Hexagonal diamond joins each carbon atom to four neighbours, as ordinary diamond does, but stacks its buckled layers differently along the axis c. The table gives electron levels at seven wave vectors. Points a, b and c are the components of the wave vector in units of the reciprocal cell vectors; Γ is the point where all three are zero. Level under 1 is the highest filled level at a point, and level over 1 is the lowest empty one. Energies are counted from the valence top.

Electron levels of hexagonal diamond (4 atoms per cell, P6_3/mmc) were computed with ABINIT 10.8.3 at a fixed geometry, using the r2SCAN functional and JTH PAW PBE v2.0 datasets. The plane-wave cutoff is 653.073 eV, the k mesh 7×7×4 and the Fermi-Dirac smearing 0.05 eV, without spin polarisation or spin-orbit coupling. Levels are counted from the valence top.

```
point a (reciprocal cell vector)  point b (reciprocal cell vector)  point c (reciprocal cell vector)  level under 4 (eV)  level under 3 (eV)  level under 2 (eV)  level under 1 (eV)  level over 1 (eV)  level over 2 (eV)
                          0.0000                            0.0000                            0.0000              -3.469              -0.477               0.000               0.000              4.984              4.984
                          0.2857                            0.0000                            0.0000              -5.919              -5.727              -3.345              -2.264              4.842              7.949
                          0.4286                            0.0000                            0.0000              -9.353              -6.835              -5.732              -3.138              4.466              8.535
                          0.2857                            0.2857                            0.0000              -9.124              -8.787              -6.594              -6.515              4.035             11.538
                          0.1429                            0.0000                            0.5000              -4.243              -4.243              -2.983              -2.983              6.940              6.940
                          0.4286                            0.0000                            0.5000              -5.335              -5.335              -5.105              -5.105              5.830              5.830
                          0.1429                            0.1429                            0.5000              -5.734              -5.734              -4.784              -4.784              7.997              7.997
```

**(a) Where do the filled levels end and the empty ones begin, and is the gap direct?**

*Solution.* The highest filled level lies at Γ. The lowest empty one, at 4.035 eV, lies at (0.2857, 0.2857, 0), close to the zone corner K at (1/3, 1/3, 0). The two wave vectors differ, so the gap is indirect. An electron that crosses it must also change its crystal momentum.

**(b) The lowest empty level is almost 1 eV higher at Γ than near K. Why is the vertical gap nevertheless smallest at Γ?**

*Solution.* A vertical gap is the distance between level under 1 and level over 1 at the same point, so both ends count. From Γ to the point near K the empty level falls by 0.95 eV, but the filled level falls by 6.5 eV. The vertical gap therefore widens from 4.98 to 10.55 eV.

Theory suggests a reason for the steep fall. Away from Γ, the valence top couples to the empty levels above it, and coupled levels push each other apart, so the valence top is pressed down. The lowest empty level is pushed up by the valence levels but down by higher empty levels, so its net change can be smaller. These couplings were not computed, and so far from Γ the picture is only qualitative.

**(c) At Γ two filled levels coincide at the top and a third lies 0.477 eV lower. What separates the third, and what would happen in cubic diamond?**

*Solution.* The three states are built mainly from carbon p orbitals. In cubic diamond the three directions are equivalent, and symmetry keeps the levels together. Hexagonal stacking singles out the axis c: the two directions across it remain equivalent, while the one along it becomes different. Spin-orbit coupling is not in the calculation and plays no part in this splitting.

The size of the splitting belongs to this particular cell, which is not relaxed. It is under about 19 GPa of compression along c and about 6 GPa of tension across it. Relaxing it would change the 0.477 eV by an amount that one geometry cannot tell.

**(d) At every point with point c = 0.5 the printed levels come in equal pairs. What forces this, and would the pairs survive if silicon replaced carbon in the same structure?**

*Solution.* Compare (0.4286, 0, 0) with (0.4286, 0, 0.5), which differ only in point c. The two lowest empty levels are 4.07 eV apart at the first and coincide at the second. The pairing thus belongs to the zone face, not to the direction in the plane.

Its cause is a screw operation: half a turn about c together with a shift by c/2. Combined with time reversal, it leaves a wave vector on the face unchanged. Done twice, it amounts to a shift by a full c, which multiplies a wave on the face by −1. A state without a partner would have to return with the factor +1, so each level needs a second state of the same energy. The argument uses the symmetry of the structure and leaves out spin-orbit coupling, as the calculation does. On those terms silicon would keep the pairs, at other energies. With spin-orbit coupling, the pairs can split slightly over much of the face.

**(e) Can the energy of a pair on the face be estimated from the levels at point c = 0?**

*Solution.* A simpler system shows the idea: a chain of identical atoms, described with a cell of two atoms. Here each atom stands for one buckled layer, and two layers fill the cell. Let E₀ be the energy of one layer's orbital, t its coupling to the next layer, and z the value of point c. The chain then has two levels,

E = E₀ ± 2t cos(πz).

At z = 0 they lie equally far above and below E₀; at z = 0.5 the cosine vanishes and both equal E₀. The pair on the face should therefore lie at the mean of the split levels. For the empty levels at (0.4286, 0) in the plane this gives

(4.466 + 8.535)/2 = 6.50 eV.

The calculation has 5.83 eV. Nothing was fitted, and the estimate is too high by 0.67 eV, a third of the 2.03 eV by which each level should move. For the lower valence pair the miss is 2.8 eV. Both tests pair the levels by their order in energy, but bands can cross on the way to the face, so the levels compared need not be true partners. Each real layer also has several orbitals that mix. The chain shows why levels meet but is a poor guide to where.

**(f) The mesh contains no point exactly at K. How much lower might the gap be there?**

*Solution.* In the plane with point c = 0, the lowest empty band must repeat from zone to zone and keep the sixfold symmetry. A simple smooth form is a constant plus two sixfold sums of cosines, each with its own factor. With a and b for the first two components of the wave vector, the sums are cos 2πa + cos 2πb + cos 2π(a + b) and cos 2π(a − b) + cos 2π(2a + b) + cos 2π(a + 2b). Fitted by least squares to the four points of this plane, the form puts K at 3.92 eV, about 0.1 eV below the nearest computed point. It puts M, the middle of the zone edge, at 4.42 eV.

Three constants on four points make an interpolation, not a test of a law. When each point in turn is left out of the fit, it is missed by 0.1 eV on average, as much as the correction itself. The fit and this test were made separately and are not in the printed output after this text, but both can be repeated from the table.

The printed output holds a cruder estimate. A free electron would gain 0.2 eV over the distance between K and the mesh point, and one with a third of the mass 0.6 eV. The mass that applies in this band was not computed. The minimum near K rather than M is thus well supported, but the size of the correction is not. The fit suggests a gap lower by about a tenth of an eV; a light mass at K would make it several tenths.

**(g) Which digits can then be trusted, and what do they mean for a device?**

*Solution.* The equal pairs are exact as long as spin-orbit coupling is left out, because symmetry then demands them. The gap is best read as about 4 eV for this functional and this cell; the last two digits of 4.035 say nothing about the crystal. The run also warned that the PAW spheres of neighbouring atoms overlap slightly and that very low densities were reset, and its PAW data were made for PBE, not for r2SCAN. The cutoff and the mesh are usual working values, not limits. What all this does to the levels was not tested. Against experiment, errors oppose each other. A mesh that misses the band edge makes the gap too large. So, most likely, does the static lattice: in ordinary diamond, vibrations of the atoms lower the gap even at absolute zero. r2SCAN, in turn, usually makes the gaps of such crystals too small. A good match with a measured gap would therefore prove little.

For electronics the first digit and the wave vectors matter most. A gap this wide leaves very few thermally excited carriers, which suits devices that run hot. Because it is indirect, light emission across it needs the help of a lattice vibration and is weak.

Numerical output:

```
Gap at each point and its parts in eV:
     row  gap at this point  valence level below top  conduction level against row 1
     0.0              4.984                        0                               0
  0.2857              7.106                    2.264                          -0.142
  0.4286              7.604                    3.138                          -0.518
  0.2857              10.55                    6.515                          -0.949
  0.1429              9.923                    2.983                           1.956
  0.4286              10.94                    5.105                           0.846
  0.1429              12.78                    4.784                           3.013
indirect gap between listed points (eV): 4.035
smallest gap at one point less indirect gap (eV): 0.949
lowest conduction level of row 3 less that of row 4 (eV): 0.431
doublet above singlet in row 1 (eV): 0.477
Splitting and centre of level pairs in eV:
     row  conduction split  upper valence split  lower valence split  conduction centre  upper valence centre  lower valence centre
     0.0                 0                    0                2.992              4.984                     0                -1.973
  0.2857             3.107                1.081                0.192              6.396                -2.804                -5.823
  0.4286             4.069                2.594                2.518              6.501                -4.435                -8.094
  0.2857             7.503                0.079                0.337              7.787                -6.554                -8.956
  0.1429                 0                    0                    0               6.94                -2.983                -4.243
  0.4286                 0                    0                    0               5.83                -5.105                -5.335
  0.1429                 0                    0                    0              7.997                -4.784                -5.734
conduction pair, centre in row 3 less row 6 (eV): 0.6705
upper valence pair, centre in row 3 less row 6 (eV): 0.67
lower valence pair, centre in row 3 less row 6 (eV): -2.759
distance from row 4 to K (1/angstrom): 0.2373
distance from row 3 to M (1/angstrom): 0.2054
rough drop from row 4 to K for the free electron mass (eV): 0.2146
rough drop from row 4 to K for an assumed third of that mass (eV): 0.6439
```
